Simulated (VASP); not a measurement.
# Si (Fd-3m) in VASP: a series of runs

The runs below take Si through single point, with PBE.

Program: VASP 6.6.1. These are calculated values, not measurements. Logs are shortened: lines on timing, memory, paths and dates and some standing lists are left out, and cuts for length are marked.

## (1) The undisturbed crystal

Symmetry: Fd-3m, No. 227, cubic system. Conventional cell: a = 5.444 Å, b = 5.444 Å, c = 5.444 Å, α = 90.00°, β = 90.00°, γ = 90.00°. Around Si (site symmetry -43m) lie 4 Si at 2.36 Å.

## (2) Single point, PBE (grid = ENCUT=350 dk=0.45 cell=3x3x3 ISMEAR=0 SIGMA=0.05 LREAL=Auto EDIFF=1e-06)

INCAR reads:

```
PREC = Accurate ; ENCUT = 350
EDIFF = 1E-6 ; ISMEAR = 0
SIGMA = 0.05 ; LREAL = Auto
LASPH = True ; NELM = 120
ALGO = Fast ; ISIF = 2
LWAVE = False ; LCHARG = False
GGA = PE ; NBANDS = 125
```

KPOINTS reads:

```
Automatic mesh
0
Gamma
  2 2 2
```

POSCAR reads:

```
Si
1.0
    0.0000000000      8.1655535595      8.1655535595
    8.1655535595      0.0000000000      8.1655535595
    8.1655535595      8.1655535595      0.0000000000
Si
54
Direct
    0.1666666667      0.1666666667      0.1666666667
    0.1666666667      0.1666666667      0.5000000000
    0.1666666667      0.1666666667      0.8333333333
    0.1666666667      0.5000000000      0.1666666667
    0.1666666667      0.5000000000      0.5000000000
    0.1666666667      0.5000000000      0.8333333333
    0.1666666667      0.8333333333      0.1666666667
    0.1666666667      0.8333333333      0.5000000000
    0.1666666667      0.8333333333      0.8333333333
    0.5000000000      0.1666666667      0.1666666667
    0.5000000000      0.1666666667      0.5000000000
    0.5000000000      0.1666666667      0.8333333333
    0.5000000000      0.5000000000      0.1666666667
    0.5000000000      0.5000000000      0.5000000000
    0.5000000000      0.5000000000      0.8333333333
    0.5000000000      0.8333333333      0.1666666667
    0.5000000000      0.8333333333      0.5000000000
    0.5000000000      0.8333333333      0.8333333333
    0.8333333333      0.1666666667      0.1666666667
    0.8333333333      0.1666666667      0.5000000000
    0.8333333333      0.1666666667      0.8333333333
    0.8333333333      0.5000000000      0.1666666667
    0.8333333333      0.5000000000      0.5000000000
    0.8333333333      0.5000000000      0.8333333333
    0.8333333333      0.8333333333      0.1666666667
    0.8333333333      0.8333333333      0.5000000000
    0.8333333333      0.8333333333      0.8333333333
    0.2500000000      0.2500000000      0.2500000000
    0.2500000000      0.2500000000      0.5833333333
    0.2500000000      0.2500000000      0.9166666667
    0.2500000000      0.5833333333      0.2500000000
    0.2500000000      0.5833333333      0.5833333333
    0.2500000000      0.5833333333      0.9166666667
    0.2500000000      0.9166666667      0.2500000000
    0.2500000000      0.9166666667      0.5833333333
    0.2500000000      0.9166666667      0.9166666667
    0.5833333333      0.2500000000      0.2500000000
    0.5833333333      0.2500000000      0.5833333333
    0.5833333333      0.2500000000      0.9166666667
    0.5833333333      0.5833333333      0.2500000000
    0.5833333333      0.5833333333      0.5833333333
    0.5833333333      0.5833333333      0.9166666667
    0.5833333333      0.9166666667      0.2500000000
    0.5833333333      0.9166666667      0.5833333333
    0.5833333333      0.9166666667      0.9166666667
    0.9166666667      0.2500000000      0.2500000000
    0.9166666667      0.2500000000      0.5833333333
    0.9166666667      0.2500000000      0.9166666667
    0.9166666667      0.5833333333      0.2500000000
    0.9166666667      0.5833333333      0.5833333333
    0.9166666667      0.5833333333      0.9166666667
    0.9166666667      0.9166666667      0.2500000000
    0.9166666667      0.9166666667      0.5833333333
    0.9166666667      0.9166666667      0.9166666667
```

Potentials or basis: VASP PAW PBE potentials, release 64 (Si).

Launch:

```console
$ cat potpaw_PBE.64/Si/POTCAR > POTCAR
$ mpirun -np 1 vasp_std > vasp.out
```

OUTCAR:

```text
PREC = Accurate
   ENCUT = 350
   EDIFF = 1E-6
   ISMEAR = 0
   LREAL = Auto
   LASPH = True
   NELM = 120
   ISIF = 2
   GGA = PE

 Found      3 irreducible k-points:

 Following reciprocal coordinates:
            Coordinates               Weight
  0.000000  0.000000  0.000000      1.000000
  0.500000  0.000000  0.000000      4.000000
  0.500000  0.500000  0.000000      3.000000
   k-points           NKPTS =      3   k-points in BZ     NKDIM =      3   number of bands    NBANDS=    125
   number of dos      NEDOS =    301   number of ions     NIONS =     54
   total plane-waves  NPLWV = 343000
   dimension x,y,z NGX =    70 NGY =   70 NGZ =   70
   dimension x,y,z NGXF=   140 NGYF=  140 NGZF=  140
   ions per type =              54
   NGX,Y,Z   is equivalent  to a cutoff of  10.08, 10.08, 10.08 a.u.
   NGXF,Y,Z  is equivalent  to a cutoff of  20.15, 20.15, 20.15 a.u.
 SYSTEM =  unknown system
   PREC   = accura    normal or accurate (medium, high low for compatibility)
   ISTART =      0    job   : 0-new  1-cont  2-samecut
   ICHARG =      2    charge: 1-file 2-atom 10-const
   ISPIN  =      1    spin polarized calculation?
   LNONCOLLINEAR =      F non collinear calculations
   LSORBIT =      F    spin-orbit coupling
   LASPH  =      T    aspherical Exc in radial PAW
   ENCUT  =  350.0 eV  25.72 Ry    5.07 a.u.  17.62 17.62 17.62*2*pi/ulx,y,z
   NELM   =    120;   NELMIN=  2; NELMDL= -5     # of ELM steps
   EDIFF  = 0.1E-05   stopping-criterion for ELM
   LREAL  =      T    real-space projection
   EDIFFG = 0.1E-04   stopping-criterion for IOM
   NSW    =      0    number of steps for IOM
   IBRION =     -1    ionic relax: 0-MD 1-quasi-New 2-CG
   NFREE  =      0    steps in history (QN), initial steepest desc. (CG)
   ISIF   =      2    stress and relaxation
   ISYM   =      2    0-nonsym 1-usesym 2-fastsym
   POTIM  = 0.5000    time-step for ionic-motion
   TEBEG  =    0.0;   TEEND  =   0.0 temperature during run
   PSTRESS=    0.0 pullay stress
   NELECT =     216.0000    total number of electrons
   NUPDOWN=      -1.0000    fix difference up-down
   EMIN   =  10.00;   EMAX   =-10.00  energy-range for DOS
   EFERMI =   0.00;   METHOD = LEGACY
   ISMEAR =     0;   SIGMA  =   0.05  broadening in eV -4-tet -1-fermi 0-gaus
   EFERMI_NEDOS =   21; number of points for ismear=-14 and -15
   IALGO  =     68    algorithm
   IMIX   =      4    mixing-type and parameters
     AMIX     =   0.40;   BMIX     =  1.00
     AMIX_MAG =   1.60;   BMIX_MAG =  1.00
  volume/ion in A,a.u.               =      20.16       136.08
  Fermi-wavevector in a.u.,A,eV,Ry     =   0.954766  1.804247 12.402783  0.911579
  Thomas-Fermi vector in A             =   2.083543
   LORBIT       =      0    0 simple, 1 ext, 2 COOP (PROOUT), +10 PAW based schemes
   GGA     = PE    functional components
   LHFCALC =     F    Hartree Fock is set to
   AEXX    =    0.0000 exact exchange contribution
   IVDW    =     0    specifies the selected vdW correction
   LEPSILON=     F    determine dielectric tensor
   LRPA    =     F    only Hartree local field effects (RPA)
 non-spin polarized calculation
 RMM-DIIS sequential band-by-band and
 Gauss-broadening in eV      SIGMA  =   0.05
  energy-cutoff  :      350.00
  volume of cell :     1088.90
 maximum number of plane-waves:     16361
   NGX = 35   NGY = 35   NGZ = 35

 number of electron     215.9999999 magnetization

 Free energy of the ion-electron system (eV)
  ---------------------------------------------------
  ext. energy  EPLUGINS =         0.00000000
  ---------------------------------------------------
  free energy    TOTEN  =      -292.20789498 eV

  energy without entropy =     -292.20789498  energy(sigma->0) =     -292.20789498

 E-fermi :   6.0221     XC(G=0):  -9.3766

 val. band max:        5.7623472019   @ k =   0.0000   0.0000   0.0000
 cond. band min:       6.4853271776   @ k =   0.5000   0.5000   0.0000
 fundamental gap:      0.7229799756
 Fermi energy:         6.0220585707

 k-point     1 :       0.0000    0.0000    0.0000
  band No.  band energies     occupation
      1      -6.1486      2.00000
      2      -4.7807      2.00000
      3      -4.7807      2.00000
      4      -4.7807      2.00000
      5      -4.7807      2.00000
      6      -4.7807      2.00000
[... 112 lines left out ...]
    119       7.3422      0.00000
    120       7.3575      0.00000

 k-point     2 :       0.5000    0.0000    0.0000
  band No.  band energies     occupation
      1      -5.7896      2.00000
      2      -5.7896      2.00000
      3      -4.8572      2.00000
      4      -4.8572      2.00000
      5      -4.8572      2.00000
      6      -4.8572      2.00000
[... 112 lines left out ...]
    119       7.7280      0.00000
    120       7.7281      0.00000

 k-point     3 :       0.5000    0.5000    0.0000
  band No.  band energies     occupation
      1      -5.6674      2.00000
      2      -5.6674      2.00000
      3      -5.2050      2.00000
      4      -5.2050      2.00000
      5      -5.2050      2.00000
      6      -5.2050      2.00000
[... 112 lines left out ...]
    119       7.8033      0.00000
    120       7.8033      0.00000
 [bands above 120 left out]

------------------------ aborting loop because EDIFF is reached ----------------------------------------

  FORCE on cell =-STRESS in cart. coord.  units (eV):
  Direction    XX          YY          ZZ          XY          YZ          ZX
  --------------------------------------------------------------------------------------
  -------------------------------------------------------------------------------------
  Total        8.7111957      8.7111957      8.7111957      0.0000000      0.0000000      0.0000000
  in kB       12.8174450     12.8174450     12.8174450      0.0000000      0.0000000      0.0000000
  external PRESSURE =      12.8174450 kB  Pullay stress =       0.0000000 kB

 VOLUME and BASIS-vectors are now :
 -----------------------------------------------------------------------------
  energy-cutoff  :      350.00
  volume of cell :     1088.90
      direct lattice vectors                 reciprocal lattice vectors
     0.000000000  8.165553559  8.165553559    -0.061232836  0.061232836  0.061232836
     8.165553559  0.000000000  8.165553559     0.061232836 -0.061232836  0.061232836
     8.165553559  8.165553559  0.000000000     0.061232836  0.061232836 -0.061232836

 POSITION                                       TOTAL-FORCE (eV/Angst)
 -----------------------------------------------------------------------------------
      2.72185      2.72185      2.72185        -0.000000     -0.000000     -0.000000
      5.44370      5.44370      2.72185        -0.000000     -0.000000     -0.000000
      8.16555      8.16555      2.72185        -0.000000     -0.000000     -0.000000
      5.44370      2.72185      5.44370        -0.000000     -0.000000     -0.000000
      8.16555      5.44370      5.44370        -0.000000     -0.000000     -0.000000
     10.88740      8.16555      5.44370        -0.000000     -0.000000     -0.000000
[... 46 lines left out ...]
     12.24833     12.24833     14.97018         0.000000      0.000000      0.000000
     14.97018     14.97018     14.97018         0.000000      0.000000      0.000000
 -----------------------------------------------------------------------------------
    total drift:                                0.000001      0.000001      0.000001

  FREE ENERGIE OF THE ION-ELECTRON SYSTEM (eV)
  ---------------------------------------------------
  free  energy   TOTEN  =      -292.2078949824 eV

  energy  without entropy=     -292.2078949824  energy(sigma->0) =     -292.20789498
```

It took 11 min on 1 thread of AMD EPYC 7R43 (Zen 3), shared host; peak memory 0.69 GiB.

These settings aren't checked as converged: the numbers below hold their error.

Results:

```
Free energy            : -292.2079 eV
Pressure               : 1.3 GPa
Band gap on the k mesh : 0.72 eV
```

## (3) Single point, PBE (grid = ENCUT=350 dk=0.6 cell=3x3x3 ISMEAR=0 SIGMA=0.05 LREAL=Auto EDIFF=1e-06)

INCAR is that of step 2.

KPOINTS is that of step 2.

POSCAR is that of step 2.

Potentials or basis: VASP PAW PBE potentials, release 64 (Si).

Launch:

```console
$ cat potpaw_PBE.64/Si/POTCAR > POTCAR
$ mpirun -np 1 vasp_std > vasp.out
```

OUTCAR:

```text
PREC = Accurate
   ENCUT = 350
   EDIFF = 1E-6
   ISMEAR = 0
   LREAL = Auto
   LASPH = True
   NELM = 120
   ISIF = 2
   GGA = PE

 Found      3 irreducible k-points:

 Following reciprocal coordinates:
            Coordinates               Weight
  0.000000  0.000000  0.000000      1.000000
  0.500000  0.000000  0.000000      4.000000
  0.500000  0.500000  0.000000      3.000000
   k-points           NKPTS =      3   k-points in BZ     NKDIM =      3   number of bands    NBANDS=    125
   number of dos      NEDOS =    301   number of ions     NIONS =     54
   total plane-waves  NPLWV = 343000
   dimension x,y,z NGX =    70 NGY =   70 NGZ =   70
   dimension x,y,z NGXF=   140 NGYF=  140 NGZF=  140
   ions per type =              54
   NGX,Y,Z   is equivalent  to a cutoff of  10.08, 10.08, 10.08 a.u.
   NGXF,Y,Z  is equivalent  to a cutoff of  20.15, 20.15, 20.15 a.u.
 SYSTEM =  unknown system
   PREC   = accura    normal or accurate (medium, high low for compatibility)
   ISTART =      0    job   : 0-new  1-cont  2-samecut
   ICHARG =      2    charge: 1-file 2-atom 10-const
   ISPIN  =      1    spin polarized calculation?
   LNONCOLLINEAR =      F non collinear calculations
   LSORBIT =      F    spin-orbit coupling
   LASPH  =      T    aspherical Exc in radial PAW
   ENCUT  =  350.0 eV  25.72 Ry    5.07 a.u.  17.62 17.62 17.62*2*pi/ulx,y,z
   NELM   =    120;   NELMIN=  2; NELMDL= -5     # of ELM steps
   EDIFF  = 0.1E-05   stopping-criterion for ELM
   LREAL  =      T    real-space projection
   EDIFFG = 0.1E-04   stopping-criterion for IOM
   NSW    =      0    number of steps for IOM
   IBRION =     -1    ionic relax: 0-MD 1-quasi-New 2-CG
   NFREE  =      0    steps in history (QN), initial steepest desc. (CG)
   ISIF   =      2    stress and relaxation
   ISYM   =      2    0-nonsym 1-usesym 2-fastsym
   POTIM  = 0.5000    time-step for ionic-motion
   TEBEG  =    0.0;   TEEND  =   0.0 temperature during run
   PSTRESS=    0.0 pullay stress
   NELECT =     216.0000    total number of electrons
   NUPDOWN=      -1.0000    fix difference up-down
   EMIN   =  10.00;   EMAX   =-10.00  energy-range for DOS
   EFERMI =   0.00;   METHOD = LEGACY
   ISMEAR =     0;   SIGMA  =   0.05  broadening in eV -4-tet -1-fermi 0-gaus
   EFERMI_NEDOS =   21; number of points for ismear=-14 and -15
   IALGO  =     68    algorithm
   IMIX   =      4    mixing-type and parameters
     AMIX     =   0.40;   BMIX     =  1.00
     AMIX_MAG =   1.60;   BMIX_MAG =  1.00
  volume/ion in A,a.u.               =      20.16       136.08
  Fermi-wavevector in a.u.,A,eV,Ry     =   0.954766  1.804247 12.402783  0.911579
  Thomas-Fermi vector in A             =   2.083543
   LORBIT       =      0    0 simple, 1 ext, 2 COOP (PROOUT), +10 PAW based schemes
   GGA     = PE    functional components
   LHFCALC =     F    Hartree Fock is set to
   AEXX    =    0.0000 exact exchange contribution
   IVDW    =     0    specifies the selected vdW correction
   LEPSILON=     F    determine dielectric tensor
   LRPA    =     F    only Hartree local field effects (RPA)
 non-spin polarized calculation
 RMM-DIIS sequential band-by-band and
 Gauss-broadening in eV      SIGMA  =   0.05
  energy-cutoff  :      350.00
  volume of cell :     1088.90
 maximum number of plane-waves:     16361
   NGX = 35   NGY = 35   NGZ = 35

 number of electron     215.9999999 magnetization

 Free energy of the ion-electron system (eV)
  ---------------------------------------------------
  ext. energy  EPLUGINS =         0.00000000
  ---------------------------------------------------
  free energy    TOTEN  =      -292.20789498 eV

  energy without entropy =     -292.20789498  energy(sigma->0) =     -292.20789498

 E-fermi :   6.0221     XC(G=0):  -9.3766

 val. band max:        5.7623472019   @ k =   0.0000   0.0000   0.0000
 cond. band min:       6.4853271776   @ k =   0.5000   0.5000   0.0000
 fundamental gap:      0.7229799756
 Fermi energy:         6.0220585707

 k-point     1 :       0.0000    0.0000    0.0000
  band No.  band energies     occupation
      1      -6.1486      2.00000
      2      -4.7807      2.00000
      3      -4.7807      2.00000
      4      -4.7807      2.00000
      5      -4.7807      2.00000
      6      -4.7807      2.00000
[... 112 lines left out ...]
    119       7.3422      0.00000
    120       7.3575      0.00000

 k-point     2 :       0.5000    0.0000    0.0000
  band No.  band energies     occupation
      1      -5.7896      2.00000
      2      -5.7896      2.00000
      3      -4.8572      2.00000
      4      -4.8572      2.00000
      5      -4.8572      2.00000
      6      -4.8572      2.00000
[... 112 lines left out ...]
    119       7.7280      0.00000
    120       7.7281      0.00000

 k-point     3 :       0.5000    0.5000    0.0000
  band No.  band energies     occupation
      1      -5.6674      2.00000
      2      -5.6674      2.00000
      3      -5.2050      2.00000
      4      -5.2050      2.00000
      5      -5.2050      2.00000
      6      -5.2050      2.00000
[... 112 lines left out ...]
    119       7.8033      0.00000
    120       7.8033      0.00000
 [bands above 120 left out]

------------------------ aborting loop because EDIFF is reached ----------------------------------------

  FORCE on cell =-STRESS in cart. coord.  units (eV):
  Direction    XX          YY          ZZ          XY          YZ          ZX
  --------------------------------------------------------------------------------------
  -------------------------------------------------------------------------------------
  Total        8.7111957      8.7111957      8.7111957      0.0000000      0.0000000      0.0000000
  in kB       12.8174450     12.8174450     12.8174450      0.0000000      0.0000000      0.0000000
  external PRESSURE =      12.8174450 kB  Pullay stress =       0.0000000 kB

 VOLUME and BASIS-vectors are now :
 -----------------------------------------------------------------------------
  energy-cutoff  :      350.00
  volume of cell :     1088.90
      direct lattice vectors                 reciprocal lattice vectors
     0.000000000  8.165553559  8.165553559    -0.061232836  0.061232836  0.061232836
     8.165553559  0.000000000  8.165553559     0.061232836 -0.061232836  0.061232836
     8.165553559  8.165553559  0.000000000     0.061232836  0.061232836 -0.061232836

 POSITION                                       TOTAL-FORCE (eV/Angst)
 -----------------------------------------------------------------------------------
      2.72185      2.72185      2.72185        -0.000000     -0.000000     -0.000000
      5.44370      5.44370      2.72185        -0.000000     -0.000000     -0.000000
      8.16555      8.16555      2.72185        -0.000000     -0.000000     -0.000000
      5.44370      2.72185      5.44370        -0.000000     -0.000000     -0.000000
      8.16555      5.44370      5.44370        -0.000000     -0.000000     -0.000000
     10.88740      8.16555      5.44370        -0.000000     -0.000000     -0.000000
[... 46 lines left out ...]
     12.24833     12.24833     14.97018         0.000000      0.000000      0.000000
     14.97018     14.97018     14.97018         0.000000      0.000000      0.000000
 -----------------------------------------------------------------------------------
    total drift:                                0.000001      0.000001      0.000001

  FREE ENERGIE OF THE ION-ELECTRON SYSTEM (eV)
  ---------------------------------------------------
  free  energy   TOTEN  =      -292.2078949824 eV

  energy  without entropy=     -292.2078949824  energy(sigma->0) =     -292.20789498
```

Run time: 9.2 min. Hardware: 1 thread of AMD EPYC 7R43 (Zen 3), shared host; peak memory 0.69 GiB.

The run converged, but some of its settings lie outside the range that counts as converged, so its numbers aren't taken as properties of the crystal.

Results:

```yaml
Free_energy: -292.2079 eV
Pressure: 1.3 GPa
Band_gap_on_the_k_mesh: 0.72 eV
```

## (4) Single point, PBE (grid = ENCUT=350 dk=0.35 cell=3x3x3 ISMEAR=0 SIGMA=0.05 LREAL=Auto EDIFF=1e-06)

INCAR reads:

```
SYSTEM = Si
ALGO = Fast
EDIFF = 1E-6
ENCUT = 350
GGA = PE
ISIF = 2
ISMEAR = 0
LASPH = .True.
LCHARG = .False.
LREAL = Auto
LWAVE = .False.
NBANDS = 126
NELM = 120
PREC = Accurate
SIGMA = 0.05
```

KPOINTS reads:

```
k-points
0
Gamma
  2 2 2
  0 0 0
```

POSCAR is that of step 3.

Launch:

```console
$ cat potpaw_PBE.64/Si/POTCAR > POTCAR
$ mpirun -np 1 vasp_std > vasp.out
```

Run time: 5.4 min. Hardware: 1 thread of Intel Xeon 6975P-C (Granite Rapids), shared host; peak memory 0.73 GiB.

The run converged, but some of its settings lie outside the range that counts as converged, so its numbers aren't taken as properties of the crystal.

Results:

* Free energy: -292.2079 eV
* Pressure: 1.3 GPa
* Band gap on the k mesh: 0.72 eV

[end of part 1 of 2]
